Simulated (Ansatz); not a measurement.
Input and command of a plane-wave DFT calculation in Ansatz:

```yaml
crystal:
  lattice:
    - [2.5022410271, 0.0, 0.0]
    - [-1.2511205136, 2.1670042959, 0.0]
    - [0.0, 0.0, 4.1389047262]
  atoms:
    - { symbol: B, position: [0.6666666667, 0.3333333333, 0.9996996154] }
    - { symbol: B, position: [0.3333333333, 0.6666666667, 0.4996996154] }
    - { symbol: "N", position: [0.6666666667, 0.3333333333, 0.6253003846] }
    - { symbol: "N", position: [0.3333333333, 0.6666666667, 0.1253003846] }
basis:
  ecutwfc: 420
kpoints:
  mp_grid: { grid: [12, 12, 6] }
hamiltonian:
  xc: pbe
scf:
  occupations: { method: gaussian, width: 0.02 }
output:
  forces: true
  stress: true
  eigenvalues: true
relax:
  adjacent_minimum: "off"
  f_tol: 0.01
  max_steps: 30
  cell: { stress_tol: 0.1, fix: [volume] }
```

```bash
ansatz run input.yaml --threads 1 --pin off --max-ram 2560MiB --backend cpu --events-out ev --progress --plain --runs-dir out
```

Processor: Arm Neoverse V2, 1 thread, on a host shared with other jobs.

Q: Estimate time, memory and problem size.

A: About 7.4 s on 1 thread of Arm Neoverse V2 (shared host), peak memory 0.3 GiB. It solves 12 bands at 76 k points (the mesh reduced by the symmetry that the task leaves, which can be less than the crystal's) with about 427 plane waves, in 16 SCF iterations over 4 ionic steps.
